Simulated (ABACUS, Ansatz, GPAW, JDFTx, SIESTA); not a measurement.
## V: energy against volume and a worked fit

```
V
1.0
    -1.51435    1.51435    1.51435
     1.51435   -1.51435    1.51435
     1.51435    1.51435   -1.51435
V
1
Direct
  0.00000 0.00000 0.00000
```

The cell was scaled at fixed shape and fractions and run with SIESTA, files PseudoDojo sr-pbe-0.4.1-standard, DZP (energy shift 0.003 Ry; two zetas on semicore shells); PBE, k mesh 12 × 12 × 12 on the cell of 1 atom, fermi-dirac occupations of 0.05 eV, collinear spin, ferromagnetic start, no spin-orbit coupling. Energies are those that the program minimises, any entropy of the smearing included. For a metal such a mesh isn't converged to the digits shown. The moments vanished.

```csv
V (Å³/atom),energy over the lowest row (meV/atom)
13.0577,8.41
13.3355,0.81
13.6133,0.00
13.8912,5.89
14.1690,?
14.4468,34.28
14.7246,55.73
```

Task: Fit the third-order Birch-Murnaghan form, give V0, B0 and B′, and predict the energy left open.

Result: With y = (V0/V)^(2/3), E = E0 + (9 V0 B0/16) [(y - 1)³ B′ + (y - 1)² (6 - 4y)]. Least squares through the rows shown give V0 = 13.4989 Å³/atom, E0 = -0.47 meV, B0 = 187.2 GPa (1 eV/Å³ = 160.218 GPa) and B′ = 4.01, with a largest miss of 0.10 meV, so B0 and B′ are loose. At V = 14.1690 the form with these constants gives 17.45 meV; the run gave 17.54 meV an atom. Other set-ups at this level, from all their volumes (Å³/atom, GPa): ABACUS, PseudoDojo NC SR 0.4.1 PBE standard, plane waves: V0 13.473, B0 180.2; Ansatz, Ansatz PAW (earlier soft set): V0 13.463, B0 180.3; GPAW, GPAW PAW data sets (gpaw-data 1.2.1): V0 13.550, B0 180.4; JDFTx, PseudoDojo-SR-PBE-0.5-standard: V0 13.472, B0 180.3.
